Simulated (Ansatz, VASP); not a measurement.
# Two plane-wave programs on Sc

```xyz
2
Lattice="0.0000 3.0635 3.0635 3.0635 0.0000 3.0635 3.0635 3.0635 0.0000" Properties=species:S:1:pos:R:3 pbc="T T T"
Sc    0.7659    0.7659    0.7659
Sc    5.3611    5.3611    5.3611
```

Alike in both runs: task single point; functional PBEsol; k mesh 10 × 10 × 10; occupations fermi-dirac, width 0.1 eV; no spin polarisation.

|  | VASP | Ansatz |
| --- | --- | --- |
| version | VASP 6.6.1 | Ansatz 0.2.0 |
| potentials or method | VASP PAW PBE potentials, release 64 (Sc_sv) | plane waves (420 eV) with PAW, scalar-relativistic |
| plane-wave cutoff (eV) | 520 | 420 |
| valence electrons in the cell | 22 | 22 |

|  | VASP | Ansatz | Ansatz less VASP |
| --- | --- | --- | --- |
| pressure (GPa) | 1.2 | 1.1 | -0.04 |

Ansatz warned: «pseudo_functional_mismatch».

Caveats: the PAW data sets were made with another functional, which shifts forces and pressure a little (VASP).
